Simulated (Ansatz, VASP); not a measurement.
# KBr in VASP and in Ansatz

```
Br K
1.0
     0.00000    3.30000    3.30000
     3.33300    0.00000    3.30000
     3.33300    3.30000    0.00000
Br K
1 1
Direct
  0.50000 0.50000 0.50000
  0.00000 0.00000 0.00000
```

Change from the starting cell: strain = 0.01.

Alike in both runs: task relaxation of the atoms; functional PBE; k mesh 7 × 7 × 7; occupations fermi-dirac, width 0.05 eV; no spin polarisation.

|  | VASP | Ansatz |
| --- | --- | --- |
| version | VASP 6.6.1 | Ansatz 0.2.0 |
| potentials or method | VASP PAW PBE potentials, release 64 (Br, K_sv) | Ansatz PAW |
| plane-wave cutoff (eV) | 520 | 420 |
| valence electrons in the cell | 16 | 16 |

```csv
,VASP,Ansatz,Ansatz less VASP
"gap on the k mesh at the Fermi level, each at its own relaxed structure (eV)",4.41,4.41,0.000
```

Caveats: the relaxation stopped at its first step, so nothing moved; an odd mesh through Γ misses points on the zone boundary, where band edges often lie (VASP); odd divisions of the mesh miss points on the zone boundary, where band edges often lie, so the gap on the mesh can be too wide (Ansatz).
